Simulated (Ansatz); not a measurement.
**2 structures of TiSe: ranking of polymorphs by energy in Python**

Which structure of TiSe is lowest? A script is to give a ranking of polymorphs by energy; the system is 2 structures of TiSe.

All numbers are computed with the Python package of Ansatz 0.2.0. Level of theory: DFT PBEsol, plane waves, PAW.

### 1 Starting point

TiSe P4/nmm: Symmetry: P4/nmm, No. 129, tetragonal system. Conventional cell: a = 4.178 Å, b = 4.178 Å, c = 5.984 Å, α = 90.00°, β = 90.00°, γ = 90.00°. Ti (site symmetry -4m2) has 4 Se at 2.53 Å as nearest neighbours. Se (site symmetry 4mm) has 4 Ti at 2.53 Å as nearest neighbours.

TiSe P6_3/mmc: Symmetry: P6_3/mmc, No. 194, hexagonal system. Conventional cell: a = 3.559 Å, b = 3.559 Å, c = 6.220 Å, α = 90.00°, β = 90.00°, γ = 120.00°. Ti (site symmetry -3m) has 6 Se at 2.58 Å as nearest neighbours. Se (site symmetry -6m2) has 6 Ti at 2.58 Å as nearest neighbours.

tise_p4_nmm.extxyz, read by the script:

```xyz
4
Lattice="4.178357 0.0 0.0 0.0 4.178357 0.0 0.0 0.0 5.984423" Properties=species:S:1:pos:R:3 pbc="T T T"
Ti    2.08917850    2.08917850    0.00000000
Ti    0.00000000    0.00000000    0.00000000
Se    2.08917850    0.00000000    1.43293418
Se    0.00000000    2.08917850    4.55148882
```

Input file tise_p6_3_mmc.vasp:

```text
TiSe
1.0
   3.55900000    0.00000000    0.00000000
  -1.77950000    3.08218441    0.00000000
   0.00000000    0.00000000    6.22000000
Ti Se
2 2
Direct
   0.00000000    0.00000000    0.00000000
   0.00000000    0.00000000    0.50000000
   0.33333333    0.66666667    0.25000000
   0.66666667    0.33333333    0.75000000
```

### 2 Script

File run_polymorphs.py:

```python
"""Which structure of TiSe is lowest in energy, after relaxing cells and atoms."""

import ansatz as az
from ase.io import read
import numpy as np
import spglib


def solve(name, crystal):
    calc = (
        crystal.calculation()
        .functional(az.Functional.PBESOL)
        .basis(460)
        .kpoints(spacing=0.3)
        .occupations("fermi_dirac", width=0.05)
        .stress()
        .band_table()
    )
    calc = calc.relax(force_tolerance=0.02, max_steps=40, cell=True)
    return calc.run(threads=1)


def volume_per_atom(outcome):
    return abs(np.linalg.det(outcome.lattice.cell_ang)) / len(outcome.lattice.sites)


def space_group(outcome):
    sites = outcome.report["lattice"]["sites"]
    kinds = sorted({site["symbol"] for site in sites})
    cell = (outcome.lattice.cell_ang, [site["position_frac"] for site in sites], [kinds.index(site["symbol"]) for site in sites])
    return spglib.get_spacegroup(cell, symprec=0.01)


def main() -> None:
    phases = {}
    p4_nmm = az.Crystal.from_extxyz("tise_p4_nmm.extxyz")
    phases["P4/nmm"] = p4_nmm
    atoms = read("tise_p6_3_mmc.vasp", format="vasp")
    p6_3_mmc = az.Crystal.from_ase(atoms)
    phases["P6_3/mmc"] = p6_3_mmc

    done = {}
    for name, crystal in phases.items():
        try:
            done[name] = solve(name, crystal)
        except az.NonConvergedError as error:
            print(name, "did not converge:", str(error)[:120])

    energy = {name: o.report["energy_sigma0_ev"] / len(o.lattice.sites) for name, o in done.items()}
    lowest = min(energy.values())
    rows = [(name, len(o.lattice.sites), 1000 * (energy[name] - lowest), volume_per_atom(o), space_group(o)) for name, o in done.items()]
    rows.sort(key=lambda row: row[2])
    print("| phase | atoms | dE (meV/atom) | V (A^3/atom) | space group |")
    print("| --- | --- | --- | --- | --- |")
    for row in rows:
        print(f"| {row[0]} | {row[1]:d} | {row[2]:.1f} | {row[3]:.3f} | {row[4]} |")
    print("order:", " < ".join(row[0] for row in rows))


if __name__ == "__main__":
    main()
```

### 3 What the engine is handed

The package turns the script's settings into the engine's input (first run):

```yaml
crystal:
  lattice:
    - [4.178357, 0.0, 0.0]
    - [0.0, 4.178357, 0.0]
    - [0.0, 0.0, 5.984423]
  atoms:
    - { symbol: Ti, position: [0.5, 0.5, 0.0] }
    - { symbol: Ti, position: [0.0, 0.0, 0.0] }
    - { symbol: Se, position: [0.5, 0.0, 0.23944399986431442] }
    - { symbol: Se, position: [0.0, 0.5, 0.7605560001356857] }
basis:
  ecutwfc: 460.0
kpoints:
  mp_grid:
    kspacing: 0.3
hamiltonian:
  xc: pbesol
scf:
  occupations:
    method: fermi_dirac
    width: 0.05
relax:
  f_tol: 0.02
  max_steps: 40
  cell: {}
output:
  stress: true
  eigenvalues: true
```

### 4 The run

Command:

```sh
> python run_polymorphs.py
```

Output:

```text
| phase | atoms | dE (meV/atom) | V (A^3/atom) | space group |
| --- | --- | --- | --- | --- |
| P6_3/mmc | 4 | 0.0 | 16.484 | P6_3/mmc (194) |
| P4/nmm | 4 | 377.9 | 22.643 | P4/nmm (129) |
order: P6_3/mmc < P4/nmm
```

It took 88 s on 1 thread of Arm Neoverse V1, shared host; peak memory 0.55 GiB.

### 5 Inputs of later runs

The engine's inputs for the other runs:

Run 2, against run 1:

```diff
@@ -3,3 +3,3 @@
-    - [4.178357, 0.0, 0.0]
-    - [0.0, 4.178357, 0.0]
-    - [0.0, 0.0, 5.984423]
+    - [3.559, 0.0, 0.0]
+    - [-1.7795, 3.08218441, 0.0]
+    - [0.0, 0.0, 6.22]
@@ -7 +6,0 @@
-    - { symbol: Ti, position: [0.5, 0.5, 0.0] }
@@ -9,2 +8,3 @@
-    - { symbol: Se, position: [0.5, 0.0, 0.23944399986431442] }
-    - { symbol: Se, position: [0.0, 0.5, 0.7605560001356857] }
+    - { symbol: Ti, position: [0.0, 0.0, 0.5] }
+    - { symbol: Se, position: [0.33333333, 0.66666667, 0.25] }
+    - { symbol: Se, position: [0.6666666700000001, 0.33333333, 0.75] }
```

Lines on the test bed's own set-up are left out of the output.

### 6 The runs side by side

From the records of these 2 runs:

| run | space group at the end | energy from run 2 (meV/atom) | final volume (Å³/atom) | SCF cycles in all | CPU time (s) |
| --- | --- | --- | --- | --- | --- |
| 1 | P4/nmm | 377.94 | 22.64 | 48 | 62 |
| 2 | P6_3/mmc | 0.00 | 16.48 | 39 | 24 |

Energies are extrapolated to zero smearing width, as in the script. 

### 7 The relaxation of run 1, step by step

Relaxation path:

```csv
step,E - E(step 1) (eV/cell),largest force component (eV/Å),pressure (GPa),volume (Å³)
1,0.0000,0.2984,-2.83,104.48
2,-0.0478,0.1213,0.63,97.04
3,-0.0569,0.0328,0.03,96.19
4,-0.0725,0.0137,-0.10,91.99
5,-0.0729,0.0087,0.24,89.11
6,-0.0741,0.0060,0.04,90.28
7,-0.0742,0.0009,0.01,90.57
8,-0.0732,0.0007,0.00,90.57
```

Step 1 is the start. Step 8 repeats the geometry before it on a plane-wave basis chosen anew for that cell, so its energy need not be comparable with the rows above.

|  | before | after | change |
| --- | --- | --- | --- |
| a (Å) | 4.178 | 4.104 | -1.8 % |
| b (Å) | 4.178 | 4.104 | -1.8 % |
| c (Å) | 5.984 | 5.379 | -10.1 % |
| volume (Å³/atom) | 26.12 | 22.64 | -13.3 % |
| shortest distance (Å) | 2.533 | 2.507 | -1.0 % |
| space group (0.01 Å) | P4/nmm | P4/nmm | same |

The run keeps the 16 symmetry operations of the start, so it could not have lowered the symmetry.

### 8 The relaxation of run 2, step by step

The steps of the relaxation:

```csv
step,energy from step 1 (eV/cell),largest force component (eV/Å),pressure (GPa),volume (Å³)
1,0.0000,0.0000,-0.74,68.23
2,-0.1891,0.0000,-0.91,67.20
3,-0.2438,0.0000,1.17,65.12
4,-0.2535,0.0000,-0.14,66.05
5,-0.2538,0.0000,0.00,65.93
6,-0.2537,0.0000,0.00,65.93
```

Step 1 is the start. Step 6 repeats the geometry before it on a plane-wave basis chosen anew for that cell, so its energy need not be comparable with the rows above.

|  | before | after | change |
| --- | --- | --- | --- |
| a (Å) | 3.559 | 3.357 | -5.7 % |
| b (Å) | 3.559 | 3.357 | -5.7 % |
| c (Å) | 6.220 | 6.758 | +8.6 % |
| volume (Å³/atom) | 17.06 | 16.48 | -3.4 % |
| shortest distance (Å) | 2.577 | 2.571 | -0.2 % |
| space group (0.01 Å) | P6_3/mmc | P6_3/mmc | same |

The run keeps the 24 symmetry operations of the start, so it could not have lowered the symmetry.

### 9 What came out

| quantity | value |
| --- | --- |
| runs compared | 2 |
| lowest | run 2 (P6_3/mmc) |
| next above it by | 377.9 meV/atom |
| moves of the relaxation of run 1 | 6 |
| energy gained in run 1 (ahead of the last change of basis) | 18.5 meV/atom |
| last largest force component of run 1 | 0.0007 eV/Å |
| relaxed conventional cell of run 1 | a = 4.104 Å, b = 4.104 Å, c = 5.379 Å, α = 90.00°, β = 90.00°, γ = 90.00° |
| space group at the end of run 1 | P4/nmm |
| moves of the relaxation of run 2 | 4 |
| energy gained in run 2 (ahead of the last change of basis) | 63.4 meV/atom |
| last largest force component of run 2 | 0.0000 eV/Å |
| relaxed conventional cell of run 2 | a = 3.357 Å, b = 3.357 Å, c = 6.758 Å, α = 90.00°, β = 90.00°, γ = 120.00° |
| space group at the end of run 2 | P6_3/mmc |

In words: By space group at the end of each run: P6_3/mmc (+0 meV an atom, 16.5 Å³) and P4/nmm (+378 meV an atom, 22.6 Å³). In run 1, the volume shrank by 13.3 % over 6 moves, and the space group stayed P4/nmm. In run 2, the volume shrank by 3.4 % over 4 moves, and the space group stayed P6_3/mmc. Caveats:
- For the metals among these cells the mesh is coarse, so their volumes and pressures are rough.
- The ranking holds among these structures alone, at zero temperature; the ground state may be another structure. Differences under about 40 meV an atom lie within the error of mesh and functional. Whether this is the phase that is stable at ambient conditions was not tested.
